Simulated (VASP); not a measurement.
Input of a VASP 6.6.1 run:

File INCAR:

```
SYSTEM = InP
  PREC = Accurate
  ENCUT = 520
  EDIFF = 1E-7
  ISMEAR = 0
  SIGMA = 0.02
  LREAL = .False.
  LASPH = .True.
  NELM = 80
  ALGO = Normal
  ISIF = 2
  LWAVE = .False.
  LCHARG = .False.
  GGA = PE
  NBANDS = 16
```

File KPOINTS:

```
regular mesh
0
Gamma
  8 8 8
  0 0 0
```

File POSCAR:

```
InP
1.0
    0.0000000000      2.9800342107      2.9800342107
    2.9800342107      0.0000000000      2.9800342107
    2.9800342107      2.9800342107      0.0000000000
In P
1 1
Direct
    0.0000000000      0.0000000000      0.0000000000
    0.2500000000      0.2500000000      0.2500000000
```

Potentials or basis: VASP PAW PBE potentials, release 64 (In_d, P).

The run is started by

```bash
$ cat potpaw_PBE.64/In_d/POTCAR potpaw_PBE.64/P/POTCAR > POTCAR
$ mpirun -np 1 vasp_std > vasp.out
```

(1) Predict the pressure.

(2) Predict the band gap on the k mesh.

Results:

(1) -0.1 GPa.

(2) 0.44 eV, direct.

Caveat: spin-orbit coupling is left out, which moves the levels of the heavy elements.

**What was measured.**

A printed reference work, data compilation reports, for a bulk crystal of InP at 1.6 K: band gap 1.4236 eV (direct).

Against the measured gap of InP, 1.4236 eV (direct; 1.6 K; a printed reference work, data compilation), the calculated 0.44 eV is off by -0.99 eV. Spin-orbit coupling on In is left out. The value is that of PBE, without temperature or zero-point motion. Semilocal functionals fall short of measured gaps as a rule.
